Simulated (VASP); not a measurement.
Runs of VASP 6.6.1 on CdS (Greenockite). It takes space group P6_3mc (No. 186, hexagonal). Conventional cell: a = 4.150 Å, b = 4.150 Å, c = 6.737 Å, α = 90.00°, β = 90.00°, γ = 120.00°. Cd (site symmetry 3m) is surrounded by 4 S at 2.53 to 2.54 Å. Around S (site symmetry 3m) lie 4 Cd at 2.53 to 2.54 Å. 

| task | level | cell | cutoff (eV) | smearing | gap on the mesh (eV) | pressure (GPa) | relaxed volume (Å³/atom) | largest force (eV/Å) |
| --- | --- | --- | --- | --- | --- | --- | --- | --- |
| relaxation of cell and atoms | vdW-DF | relaxed | 600 | fermi-dirac 0.05 eV | (a) | 0.0 | (c) | - |
| relaxation of cell and atoms | vdW-DF2 | relaxed | 600 | fermi-dirac 0.05 eV | 0.69 | 0.0 | 28.10 | - |
| relaxation of cell and atoms | rev-vdW-DF2 | relaxed | 600 | fermi-dirac 0.05 eV | 1.00 | 0.0 | 25.58 | 0.01 |
| relaxation of cell and atoms | optB88-vdW | relaxed | 600 | fermi-dirac 0.05 eV | 0.99 | 0.0 | (d) | - |
| relaxation of cell and atoms | BEEF-vdW | relaxed | 600 | fermi-dirac 0.05 eV | 1.16 | 0.0 | (b) | - |
| relaxation of cell and atoms | optPBE-vdW | relaxed | 600 | fermi-dirac 0.05 eV | 1.03 | 0.0 | 26.43 | 0.01 |
| relaxation of cell and atoms | vdW-DF-cx | relaxed | 600 | fermi-dirac 0.05 eV | 1.09 | 0.0 | 25.14 | - |
| relaxation of cell and atoms | optB86b-vdW | relaxed | 600 | fermi-dirac 0.05 eV | 1.05 | 0.0 | 25.49 | 0.01 |
| single point | PBE | as given | 520 | gaussian 0.013 eV | 1.20 | 2.4 | - | 0.07 |

Alike in all rows: potentials or basis VASP PAW PBE potentials, release 64 (Cd, S); no spin polarisation; k mesh 7 × 7 × 4.

**Question.** Estimate the missing entries.

**Answer.** (a) 1.01; (b) 26.71; (c) 27.46; (d) 25.90.

Caveats: the PAW data sets were made with another functional, which shifts forces and pressure a little (some runs); the volume moved by +12 % from the deposited cell, more than functionals usually miss (some runs).

A k mesh can miss the band edges, and the runs leave out spin-orbit coupling on Cd.
